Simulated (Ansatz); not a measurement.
## LiF (distorted cell): a single point

Run with Ansatz's Python interface.

`POSCAR_lif`
```text
LiF
1.0
   3.03612000    0.00753000   -0.01594000
  -1.51154000    2.68430000   -0.02886000
  -0.02504000   -0.06680000    4.79594000
Li F
2 2
Direct
   0.32433000    0.69420000    0.38251000
   0.66509000    0.28522000    0.88428000
   0.31000000    0.67109000    0.98194000
   0.67257000    0.31153000    0.48998000
```

`lif.py`:
```python
# -*- coding: utf-8 -*-
'''Self-consistent field of LiF at the given structure, distorted.'''

import warnings

import ansatz as az
from ase.io import read


def main():
    warnings.simplefilter('ignore', az.DeckWarning)

    atoms = read('POSCAR_lif', format='vasp')
    crystal = az.Crystal.from_ase(atoms)

    # the calculation
    setup = (
        crystal.calculation()
        .occupations('fixed')
        .kpoints(spacing=0.6)
        .pseudopotentials('paw')
        .functional('pbesol')
        .scf(tolerance=1e-05, max_iterations=80, extra_bands=2)
        .basis(380)
        .compute(band_table=True)
    )
    out = setup.run()
    rep = out.report

    print('%-22s %14.5f eV' % ('F = E - TS', rep['free_energy_ev']))
    print('%-22s %14.5f eV' % ('E', rep['internal_energy_ev']))
    print('%-22s %14.5f eV' % ('Harris-Foulkes', rep['harris_foulkes_ev']))
    print('%-22s %14.5f eV' % ('Fermi level', rep['fermi_energy_ev']))

    gap = None if 'band_edges_ev' not in rep else rep['band_edges_ev'][1] - rep['band_edges_ev'][0]
    print('gap on the k mesh:', 'withheld (metal, or smearing too wide to tell)' if gap is None else f'{gap:.3f} eV')
    print('lowest empty less highest filled band, by band count:', round(rep['gap_by_band_count_ev'], 3), 'eV')

    print(setup.to_python())


if __name__ == '__main__':
    main()
```

```console
$ python lif.py
F = E - TS                -2012.83615 eV
E                         -2012.83615 eV
Harris-Foulkes            -2012.83615 eV
Fermi level                  -0.74058 eV
gap on the k mesh: 7.632 eV
lowest empty less highest filled band, by band count: 7.632 eV
(
    az.Lattice.of(((3.03612, 0.00753, -0.01594), (-1.51154, 2.6843, -0.02886), (-0.02504, -0.0668, 4.79594)))
    .atom("Li", (0.32433, 0.6942, 0.38251))
    .atom("Li", (0.6650900000000001, 0.28522, 0.88428))
    .atom("F", (0.31, 0.67109, 0.98194))
    .atom("F", (0.67257, 0.31153, 0.48997999999999997))
    .calculation()
    .basis(cutoff=380.0)
    .kpoints(spacing=0.6)
    .functional("pbesol")
    .pseudopotentials(kind="paw")
    .scf(max_iterations=80, extra_bands=2, tolerance=1e-05)
    .occupations(method="fixed")
    .band_table(publish=True)
)
```

These settings explore the input space; cutoff and mesh may be short of convergence. The cutoff lies under the one recommended for these potentials. Along an axis with an odd division the mesh misses the point at one half; a gap read on a finite mesh is an upper bound on this functional's gap. Semilocal gaps usually lie well under measured ones. The Fermi level of a run with fixed occupations marks the highest occupied state on its mesh, not mid-gap. The k-point mesh is coarse, and energy and stress weren't tested for convergence. An absolute Fermi energy rests on an arbitrary zero of the periodic potential and has no direct meaning. The cell is a database structure, distorted on purpose. Levels are Kohn-Sham eigenvalues on this mesh. The script silences the warnings on its input, which a real study should read. Timing: 1.6 s on 1 thread of Arm Neoverse V2 (shared host), peak memory 0.37 GiB.

(A comment or docstring line of the script was reworded after the run, the code is as it ran; lines on the test bed's own set-up are left out of the output.)
